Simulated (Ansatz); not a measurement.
# CoO: the cost of one run

Method: DFT PBE, scalar-relativistic, plane waves, PAW, in Ansatz 0.2.0.

## 1. Starting point

It takes space group Fm-3m (No. 225, cubic). The conventional cell has a = 4.263 Å, b = 4.263 Å, c = 4.263 Å, α = 90.00°, β = 90.00°, γ = 90.00°. Co (site symmetry m-3m) has 6 O at 2.13 Å as nearest neighbours. O (site symmetry m-3m) is surrounded by 6 Co at 2.13 Å.

Structure file:

```cif
data_structure
_symmetry_space_group_name_H-M 'Fm-3m'
_symmetry_Int_Tables_number 225
_cell_length_a 4.2630
_cell_length_b 4.2630
_cell_length_c 4.2630
_cell_angle_alpha 90.000
_cell_angle_beta 90.000
_cell_angle_gamma 90.000
_cell_volume 77.47
loop_
_atom_site_label
_atom_site_type_symbol
_atom_site_symmetry_multiplicity
_atom_site_Wyckoff_symbol
_atom_site_fract_x
_atom_site_fract_y
_atom_site_fract_z
_atom_site_occupancy
Co1 Co 4 a 0.00000 0.00000 0.00000 1
O1 O 4 b 0.50000 0.00000 0.00000 1
```

The moments start at Co 3.00 μB.

## 2. First run, at the start cell

Input file input.yaml:

```yaml
crystal:
  lattice:
    - [0.0, 2.1315, 2.1315]
    - [2.1315, 0.0, 2.1315]
    - [2.1315, 2.1315, 0.0]
  atoms:
    - { symbol: Co, position: [0.0, 0.0, 0.0], spin: 3.0 }
    - { symbol: O, position: [0.5, 0.5, 0.5] }
basis:
  ecutwfc: 420
  ecutrho_ratio: 4
kpoints:
  mp_grid: { grid: [14, 14, 14] }
hamiltonian:
  xc: pbe
scf:
  occupations: { method: gaussian, width: 0.05 }
output:
  forces: true
  stress: true
  eigenvalues: true
  populations: true
magnetization:
  spin_polarized: true
```

On the command line:

```sh
$ ansatz run input.yaml --threads 2 --pin off --max-ram 5120MiB --backend cpu --events-out ev --progress --plain --runs-dir out
```

Q: Estimate wall time and peak memory on 2 threads of Intel Xeon at 2.50GHz (Skylake/Cascade Lake), shared host.

About 13 s, with a peak of 0.37 GiB.
